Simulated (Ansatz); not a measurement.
# Comparing deformations in C

Computed with DFT LDA, scalar-relativistic, plane waves, PAW in Ansatz. The runs took a 420 eV cutoff, a Γ-centred 14×14×8 mesh and Gaussian smearing (0.05 eV). No spin polarisation. Energies are free energies at this smearing, counted from the undisturbed cell; pressure is positive in compression.

The starting cell (relaxed at this level):

```xyz
2
Lattice="2.1173 -1.2224 -0.0116 2.1173 1.2224 -0.0116 -1.3917 0.0000 3.3373" Properties=species:S:1:pos:R:3 pbc="T T T"
C     3.5288    0.0000   -0.0188
C    -0.6859    0.0000    3.3329
```

The cell holds layers and no dispersion correction was added, so their binding is poorly described.

The cell is strained by ε times a Voigt pattern (xx, yy, zz, yz, xz, xy; engineering shear) with fractional coordinates fixed. τ = (1/V0) dE/dε comes from the stress tensor. Of each scan, only the three points used here are listed.

```csv
pattern,ε,τ (GPa)
"(0, 0, 0, 0, 0, 1)",-0.0050,-2.38
"(0, 0, 0, 0, 0, 1)",0.0000,0.00
"(0, 0, 0, 0, 0, 1)",0.0050,2.38
"(0, 0, 0, 1, 0, 0)",-0.0050,-0.0236
"(0, 0, 0, 1, 0, 0)",0.0000,0.0000
"(0, 0, 0, 1, 0, 0)",0.0050,0.0236
```

Problem. Which constants do the scans give, and which deformation costs least for the same size of strain tensor?

Solution. The slope dτ/dε at zero (parabola through three points) is pᵀCp: (0, 0, 0, 0, 0, 1) gives C66 = 477 GPa; (0, 0, 0, 1, 0, 0) gives C44 = 4.7 GPa. The size of the strain tensor, ε:ε, is ε² times 0.5, 0.5. Per unit of it the stiffnesses are 953, 9.4 GPa, so (0, 0, 0, 1, 0, 0) is the softest of these: at ε:ε = (1 %)² the quadratic term costs 0.03 meV/atom against 2.56 for the stiffest. These are clamped-ion values.

Forces appear on the atoms along this scan, and letting them relax would lower the energy and soften the response.

Cost: 17 runs of about 1.1 core-minutes in all, on Oxide Virtual Turin-like Processor (Zen 5) (shared hosts).